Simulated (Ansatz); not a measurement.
# Zr₂N under pressure: fit and missing row

Zr₂N, P4_2/mnm, a = 5.417 Å, c = 3.300 Å. The structure is a Materials Project entry; whether it is the stable form wasn't checked. Ansatz: r2SCAN, PAW, 500 eV, Γ-centred 8×8×10 mesh on 6 atoms, Gaussian smearing 0.10 eV; no spin polarisation. Cell and atoms are relaxed at each pressure, and no other structure is tried, so the rows at high pressure may lie past a change of phase.

```tsv
V (Å³/atom)	P (GPa)
14.211	30.03
15.036	15.02
?	8.02
15.888	3.00
16.142	0.00
16.418	-3.00
```

Problem. Take V0 = 16.142 Å³/atom, fit the third-order Birch–Murnaghan form to the other rows, and predict the missing volume.

Solution. With the Eulerian strain f = ½[(V0/V)^(2/3) − 1] and y = P/[3f(1 + 2f)^(5/2)], the form is the line y = B0 + 1.5 B0 (B0′ − 4) f. Rows (f, y): 0.04433, 182.6; 0.02423, 183.6; 0.00531, 183.4; -0.00562, 183.0. Means f = 0.01706, y = 183.15; Σ(Δf)² = 0.001448, ΣΔfΔy = -0.01131; the slope is their ratio. y = 183.3 − 7.812 f GPa, so B0 = 183.3 GPa and B0′ = 4 + 2 × (-7.812)/(3 × 183.3) = 3.97. P = 8.02 GPa is met at f = 0.01364 (y = 183.19), so V = V0 (1 + 2f)^(−3/2) = 15.503 Å³/atom. The run gave 15.504 Å³/atom, so the fit is 0.001 Å³/atom too low, within the rms miss on the fitted rows (0.002 Å³/atom).